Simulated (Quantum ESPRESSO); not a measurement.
A run of Quantum ESPRESSO 7.5:

The input pw.in:

```
&CONTROL
  calculation = 'scf'
  prefix = 'pwscf'
  outdir = './tmp'
  pseudo_dir = './pseudo'
  tprnfor = .true.
  tstress = .true.
  disk_io = 'nowf'
/
&SYSTEM
  ibrav = 0
  nat = 2
  ntyp = 2
  ecutwfc = 60
  ecutrho = 480
  nbnd = 14
  occupations = 'smearing'
  smearing = 'fd'
  degauss = 0.00367493
/
&ELECTRONS
  conv_thr = 4d-10
  electron_maxstep = 120
  mixing_beta = 0.5
/
ATOMIC_SPECIES
Br    79.9040 br_pbe_v1.4.uspp.F.UPF
K     39.0983 K.pbe-spn-kjpaw_psl.1.0.0.UPF
CELL_PARAMETERS angstrom
   0.0000000000    3.3000000000    3.3000000000
   3.3000000000    0.0000000000    3.3000000000
   3.3000000000    3.3000000000    0.0000000000
ATOMIC_POSITIONS crystal
Br     0.5000000000    0.5000000000    0.5000000000
K      0.0000000000    0.0000000000    0.0000000000
K_POINTS automatic
7 7 7 0 0 0
```

Potentials or basis: SSSP 1.3 efficiency PBE.

Launch:

```sh
$ OMP_NUM_THREADS=1 pw.x -in pw.in > pw.out
```

Hardware: 1 thread of Intel(R) Xeon(R) 6975P-C (Granite Rapids), on a shared host.

**Question.** Estimate the wall time of this run.

**Answer.** Wall time 30 s on 1 thread of Intel(R) Xeon(R) 6975P-C (Granite Rapids), with other jobs on the host, peak memory 0.37 GiB. Counts: scf iterations 9, bands 14, k points 20, g dense 86163.
